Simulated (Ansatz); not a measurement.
## Moving the functional in Se

```
CELL_PARAMETERS angstrom
4.36620 0.00000 0.00000
-2.18310 3.78124 0.00000
0.00000 0.00000 4.95360
ATOMIC_POSITIONS crystal
Se 0.77460 0.77460 0.00000
Se 0.00000 0.22540 0.66667
Se 0.22540 0.00000 0.33333
```

Kept alike: task equation of state; k mesh 7 × 7 × 6; occupations fermi-dirac, width 0.05 eV; no spin polarisation. Program: Ansatz, Ansatz PAW. Cutoffs run from 420 to 500 eV. The mesh is that of the run's cell of 3 atoms. No spin-orbit coupling.

| run | volume (Å³/atom) | bulk modulus (GPa) |
| --- | --- | --- |
| A | 26.659 | 60.3 |
| B | 27.895 | 55.4 |
| C | 28.661 | 49.7 |

Volume and modulus come from cells scaled at fixed shape and fractions; off cubic symmetry such a modulus can lie above the relaxed one. All rows use potentials made for PBE.

Task: The runs differ in the functional (and the cutoff that goes with it) alone: LDA; PBE; r2SCAN. Which run is which?

Result: Run A is LDA; run B is r2SCAN; run C is PBE. The volume runs from 26.659 (LDA) to 28.661 Å³/atom (PBE). From PBE: LDA -2.002; r2SCAN -0.766. The bulk modulus runs from 49.7 (PBE) to 60.3 GPa (LDA). From PBE: LDA +10.6; r2SCAN +5.7.
